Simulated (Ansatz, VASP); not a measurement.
**Ni in VASP and in Ansatz**

Contents of INCAR:

```
SYSTEM = Ni
PREC     = Accurate       ! precision mode
ENCUT    = 520            ! plane-wave cutoff, eV
EDIFF    = 1E-7           ! SCF threshold, eV
ISMEAR   = -1             ! smearing method
SIGMA    = 0.05           ! smearing width, eV
LREAL    = .False.        ! projectors in reciprocal space
LASPH    = .True.         ! aspherical terms in the spheres
NELM     = 150            ! most SCF steps
ALGO     = Normal         ! electronic algorithm
ISIF     = 2              ! what is computed and relaxed
LWAVE    = .False.        ! write WAVECAR
LCHARG   = .False.        ! write CHGCAR
ISPIN    = 2              ! spin polarisation
MAGMOM   = 2 -2           ! initial moments
LORBIT   = 11             ! projections on sites
LMAXMIX  = 4              ! l up to which the mixer works
GGA      = PE             ! functional
NBANDS   = 21             ! bands
```

The input KPOINTS:

```
Automatic mesh
0
Gamma
  6 12 12
  0 0 0
```

POSCAR

```
Ni
1.0
    0.0000000000      3.5347000000      3.5347000000
    1.7673500000      0.0000000000      1.7673500000
    1.7673500000      1.7673500000      0.0000000000
Ni
2
Direct
    0.0000000000      0.0000000000      0.0000000000
    0.5000000000      0.0000000000      0.0000000000
```

Input for Ansatz:

```yaml
crystal:
  lattice:
    - [0.0, 3.5347, 3.5347]
    - [1.76735, 0.0, 1.76735]
    - [1.76735, 1.76735, 0.0]
  atoms:
    - { symbol: Ni, position: [0.0, 0.0, 0.0], spin: 2.0 }
    - { symbol: Ni, position: [0.5, 0.0, 0.0], spin: -2.0 }
magnetization:
  spin_polarized: true
hamiltonian:
  xc: pbe
  pseudopotentials: { kind: paw }
basis:
  ecutwfc: 420
kpoints:
  mp_grid: { grid: [6, 12, 12] }
scf:
  occupations: { method: fermi_dirac, width: 0.05 }
  lower_state_search: "off"
output:
  forces: true
  stress: true
```

Alike in both runs: task single point; functional PBE; k mesh 6 × 12 × 12; occupations fermi-dirac, width 0.05 eV; collinear spin.

```csv
,VASP,Ansatz
version,VASP 6.6.1,Ansatz 0.2.0
potentials or method,"VASP PAW PBE potentials, release 64 (Ni)","PAW, plane waves, scalar-relativistic"
plane-wave cutoff (eV),520,420
valence electrons in the cell,20,36
```

```tsv
	VASP	Ansatz	Ansatz less VASP
pressure (GPa)	-3.5	-3.5	-0.01
largest component of the traceless stress (GPa)	0.15	0.16	+0.010
net moment per atom (μB)	0.00	0.00	0.000
size of the moment on the site where the two differ most (μB)	0.24	0.26	+0.019
```

Site moments also hang on the region over which each program counts them. The two sets of potentials don't hold the same shells in valence.
